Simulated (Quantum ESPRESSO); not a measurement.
Crystal: V.

```
V
1.0
     2.60429    0.00000    0.00000
    -1.30215    2.25538    0.00000
     0.00000    0.00000    4.72334
V
2
Direct
  0.33333 0.66667 0.25000
  0.66667 0.33333 0.75000
```

This isn't the form of V at room conditions, which is bcc.

Base run:

| Quantity | Value |
| --- | --- |
| Program | Quantum ESPRESSO 7.5 |
| Functional | PBEsol |
| Potentials or basis | GBRV 1.5 PBEsol |
| Cutoff | 612 eV |
| Density cutoff | 4898 eV |
| k mesh | 12 × 12 × 6 |
| Occupations | fermi-dirac, width 0.05 eV |
| Spin | collinear spin, antiferromagnetic start |
| Starting moments | [2.0, -2.0] μB |
| Hubbard terms | V d U = 4 eV |

Its results: band gap on the k mesh none (metal or under the smearing width); pressure 40.1 GPa; net moment 0.00 μB per cell; site moments V +2.82, -2.82 μB.

The run is repeated on the same cell with these changes: hubbard terms from V d U = 4 eV to V d U = 5 eV. What comes out?

Band gap on the k mesh none (metal or under the smearing width); pressure 44.6 GPa; net moment 0.00 μB per cell; site moments V +2.96, -2.96 μB.

Caveats: a pressure of tens of GPa on the cell as given is suspect, and the run, the potentials or the cell itself is likely at fault; the U is typed as a test and isn't derived for this compound.

Not every run made on this cell is shown here.
